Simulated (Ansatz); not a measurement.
# HfC (CsCl type): equation of state, part 2 of 2

How stiff is HfC (CsCl type)? Energies and pressures are computed at volumes on both sides of the relaxed cell and fitted. The cell was built by placing the elements on the sites of a structure type; the runs don't test whether it is the stable form.

Ansatz 0.2.0; DFT PBE, scalar-relativistic, plane waves, PAW. Earlier steps stand in the parts before.

## Step 6: At 1.070 of the relaxed volume

Contents of input.yaml:

```yaml
crystal:
  lattice:
    - [2.9670556588, 0.0, 0.0]
    - [0.0, 2.9670556588, 0.0]
    - [0.0, 0.0, 2.9670556588]
  atoms:
    - { symbol: Hf, position: [0.0, 0.0, 0.0] }
    - { symbol: C, position: [0.5, 0.5, 0.5] }
basis:
  ecutwfc: 420
  ecutrho_ratio: 4
kpoints:
  mp_grid: { grid: [12, 12, 12] }
hamiltonian:
  xc: pbe
scf:
  occupations: { method: gaussian, width: 0.05 }
output:
  forces: true
  stress: true
  eigenvalues: true
```

On the command line:

```
ansatz run input.yaml --threads 2 --pin off --max-ram 2662MiB --backend cpu --events-out ev --progress --plain --runs-dir out
```

Log, cut to the lines that bear on the results:

```text
Warning: RAYON_NUM_THREADS=2 ignored (pool sized by the plan → 2); use --threads N
[...]
Pseudopotentials: kind: paw
Pseudopotential: Hf, paw, valence charge 26, recommended cutoff 420 eV (normal), Hf.paw.azcp
Pseudopotential: C, paw, valence charge 4, recommended cutoff 420 eV (normal), C.paw.azcp
Functional definition: PBE
[...]
Crystal: 2 atoms, lattice volume = 26.120 Å³
Basis set: ecut = 420 eV, 485 PW (Γ), exchange–correlation on 40×40×40 points (8 copies of the dense FFT grid, shifted against one another)
Bands: 19, of which v1, the nominal top of the filled ones, is band 15 counted from 1 (14 counted from 0)
Symmetry: 48 space group operations
Space group: Pm-3m (ITA 221), of the structure as read, at distance tolerance 3.0e-5 Å
k-points: 84 of 1728
[...]
SCF iter   1: F=—  HF=-15971.354677 eV  |F-HF|=—  |Δ(HF+E_count)|=         —  Δρ=5.74e-3  dr2=1.09e-2  ethr=1.77e-3  ⟨swp⟩=5.1  Hψ=6539  notcnv=0
[...]
SCF iter   7: F=-15971.354078 eV  HF=-15971.354078 eV  |F-HF|=2.51e-10  |Δ(HF+E_count)|=   4.57e-8  Δρ=1.19e-6  dr2=2.39e-10  ethr=3.33e-10  ⟨swp⟩=4.8  Hψ=6027  notcnv=0
[...]
SCF converged after 7 iterations
Free energy (F): -15971.354078 eV
[...]
E sigma→0 (E₀):  -15971.352043 eV
Entropy (-TS):   -0.004071 eV (-2.036 meV/atom)
Fermi energy:    19.662780 eV
[...]
--- Forces (eV/Å), atoms counted from 1 ---
  atom   1  Hf    -0.00000000     0.00000000     0.00000000
  atom   2  C      0.00000000     0.00000000    -0.00000000
[...]
--- Stress (GPa, compression-positive) ---
      -11.958075       0.000000       0.000000
        0.000000     -11.958075       0.000000
        0.000000       0.000000     -11.958075
  P = ⅓ Tr σ = -11.9581 GPa (-119.581 kbar)
--- Band table (eV; the first three rows and the last of 84) ---
  k-point 0: bands = ["-42.2492", "-10.5706", "-10.5706", "-10.5706", "7.2994", "7.8425", "7.8425", "7.8425", "7.8622", "7.8622", "7.8622", "7.8879", "17.9380", "17.9380", "20.6861", "20.6861", "20.6861", "25.1556", "25.3271"]
[...]
```

Run time: 1.3 s. Hardware: 2 threads of Arm Neoverse V1, shared host; peak memory 0.32 GiB.

This gives: volume 13.060 Å³/atom, pressure -11.96 GPa, a metal on this mesh.

## Step 7: At 1.100 of the relaxed volume

input.yaml, as its differences from that of step 6:

```diff
@@ -2,5 +2,5 @@
   lattice:
-    - [2.9670556588, 0.0, 0.0]
-    - [0.0, 2.9670556588, 0.0]
-    - [0.0, 0.0, 2.9670556588]
+    - [2.9945299596, 0.0, 0.0]
+    - [0.0, 2.9945299596, 0.0]
+    - [0.0, 0.0, 2.9945299596]
   atoms:
```

On the command line:

```
ansatz run input.yaml --threads 2 --pin off --max-ram 2662MiB --backend cpu --events-out ev --progress --plain --runs-dir out
```

Log, cut to the lines that bear on the results:

```text
Warning: RAYON_NUM_THREADS=2 ignored (pool sized by the plan → 2); use --threads N
[...]
[... 4 set-up lines as earlier in the session ...]
[...]
Crystal: 2 atoms, lattice volume = 26.853 Å³
Basis set: ecut = 420 eV, 515 PW (Γ), exchange–correlation on 48×48×48 points (8 copies of the dense FFT grid, shifted against one another)
Bands: 19, of which v1, the nominal top of the filled ones, is band 15 counted from 1 (14 counted from 0)
[... 2 set-up lines as earlier in the session ...]
k-points: 84 of 1728
[...]
SCF iter   1: F=—  HF=-15971.291778 eV  |F-HF|=—  |Δ(HF+E_count)|=         —  Δρ=7.03e-3  dr2=1.89e-2  ethr=1.77e-3  ⟨swp⟩=4.8  Hψ=6393  notcnv=0
[...]
SCF converged after 6 iterations
Free energy (F): -15971.290105 eV
[...]
E sigma→0 (E₀):  -15971.287966 eV
Entropy (-TS):   -0.004278 eV (-2.139 meV/atom)
Fermi energy:    19.075500 eV
[...]
--- Forces (eV/Å), atoms counted from 1 ---
  atom   1  Hf    -0.00000000     0.00000000    -0.00000000
  atom   2  C      0.00000000     0.00000000    -0.00000000
[...]
--- Stress (GPa, compression-positive) ---
      -15.923007       0.000000       0.000000
        0.000000     -15.923007       0.000000
        0.000000       0.000000     -15.923007
  P = ⅓ Tr σ = -15.9230 GPa (-159.230 kbar)
--- Band table (eV; the first three rows and the last of 84) ---
  k-point 0: bands = ["-42.9202", "-11.2570", "-11.2570", "-11.2570", "6.8653", "7.1615", "7.1615", "7.1615", "7.1801", "7.1801", "7.1801", "7.2031", "17.4214", "17.4214", "20.0628", "20.0628", "20.0628", "24.1899", "24.5653"]
[...]
```

Run time: 1.8 s. Hardware: 2 threads of Arm Neoverse V1, shared host; peak memory 0.33 GiB.

Read off: volume 13.426 Å³/atom, pressure -15.92 GPa, a metal on this mesh.

## Step 8: Scaling the volume by 0.945

input.yaml, as its differences from that of step 7:

```diff
@@ -2,5 +2,5 @@
   lattice:
-    - [2.9945299596, 0.0, 0.0]
-    - [0.0, 2.9945299596, 0.0]
-    - [0.0, 0.0, 2.9945299596]
+    - [2.8467000146, 0.0, 0.0]
+    - [0.0, 2.8467000146, 0.0]
+    - [0.0, 0.0, 2.8467000146]
   atoms:
```

On the command line:

```
ansatz run input.yaml --threads 2 --pin off --max-ram 2662MiB --backend cpu --events-out ev --progress --plain --runs-dir out
```

Log, cut to the lines that bear on the results:

```text
Warning: RAYON_NUM_THREADS=2 ignored (pool sized by the plan → 2); use --threads N
[...]
[... 4 set-up lines as earlier in the session ...]
[...]
Crystal: 2 atoms, lattice volume = 23.069 Å³
Basis set: ecut = 420 eV, 461 PW (Γ), exchange–correlation on 40×40×40 points (8 copies of the dense FFT grid, shifted against one another)
Bands: 19, of which v1, the nominal top of the filled ones, is band 15 counted from 1 (14 counted from 0)
[... 1 set-up line as earlier in the session ...]
Space group: Pm-3m (ITA 221), of the structure as read, at distance tolerance 2.8e-5 Å
k-points: 84 of 1728
[...]
SCF iter   1: F=—  HF=-15971.369836 eV  |F-HF|=—  |Δ(HF+E_count)|=         —  Δρ=4.41e-3  dr2=3.89e-3  ethr=1.77e-3  ⟨swp⟩=4.9  Hψ=6453  notcnv=0
[...]
SCF iter   6: F=-15971.370211 eV  HF=-15971.370211 eV  |F-HF|=8.80e-9  |Δ(HF+E_count)|=   8.03e-8  Δρ=5.00e-6  dr2=2.83e-9  ethr=3.33e-10  ⟨swp⟩=3.3  Hψ=7094  notcnv=0
[...]
SCF converged after 6 iterations
Free energy (F): -15971.370211 eV
[...]
E sigma→0 (E₀):  -15971.368580 eV
Entropy (-TS):   -0.003261 eV (-1.631 meV/atom)
Fermi energy:    22.479941 eV
[...]
--- Forces (eV/Å), atoms counted from 1 ---
  atom   1  Hf    -0.00000000     0.00000000     0.00000000
  atom   2  C      0.00000000     0.00000000    -0.00000000
[...]
--- Stress (GPa, compression-positive) ---
       12.855525      -0.000000       0.000000
       -0.000000      12.855525       0.000000
        0.000000       0.000000      12.855525
  P = ⅓ Tr σ = 12.8555 GPa (128.555 kbar)
--- Band table (eV; the first three rows and the last of 84) ---
  k-point 0: bands = ["-39.0784", "-7.3052", "-7.3052", "-7.3052", "9.4129", "11.0739", "11.0739", "11.0739", "11.1002", "11.1002", "11.1002", "11.1395", "20.3989", "20.3989", "23.6805", "23.6805", "23.6805", "28.9730", "28.9730"]
[...]
```

Run time: 1.2 s. Hardware: 2 threads of Arm Neoverse V1, shared host; peak memory 0.31 GiB.

Result: volume 11.534 Å³/atom, pressure 12.86 GPa, no gap.

## Step 9: The fit

Energies have the smearing extrapolated to zero and count from the lowest point.

| volume (Å³/atom) | energy (meV/atom) | pressure (GPa) | gap (eV) |
| --- | --- | --- | --- |
| 11.534 | 25.41 | 12.86 | metal |
| 11.717 | 13.07 | 8.97 | metal |
| 11.962 | 3.14 | 4.26 | metal |
| 12.206 | 0.00 | 0.01 | metal |
| 12.450 | 2.97 | -3.84 | metal |
| 12.694 | 11.50 | -7.33 | metal |
| 13.060 | 33.68 | -11.96 | metal |
| 13.426 | 65.72 | -15.92 | metal |

volume (Å³/atom), energy (meV/atom) and a bar:
```
    11.53       25.4 ############
    11.72       13.1 ######
    11.96        3.1 #
    12.21        0.0 
    12.45        3.0 #
    12.69       11.5 #####
    13.06       33.7 ###############
    13.43       65.7 ##############################
```

## Step 10: Outcome

What follows sums up all 2 parts.

| quantity | value |
| --- | --- |
| V0 | 12.206 Å³/atom |
| B0 | 201 GPa |
| B0′ | 3.9 |
| scatter of the fit | 0.011 meV/atom |

**Reading.** A third-order Birch–Murnaghan fit puts the minimum at 12.21 Å³/atom with a bulk modulus of 201 GPa, a stiff solid. One per cent of compression takes about 2.0 GPa. These are values at 0 K without zero-point motion. Spin–orbit coupling is left out, though the cell holds Hf; in elements this heavy it can shift levels and gaps by tenths of an eV. A separate test found that a distortion of this cell lowers its energy, so it is no minimum.
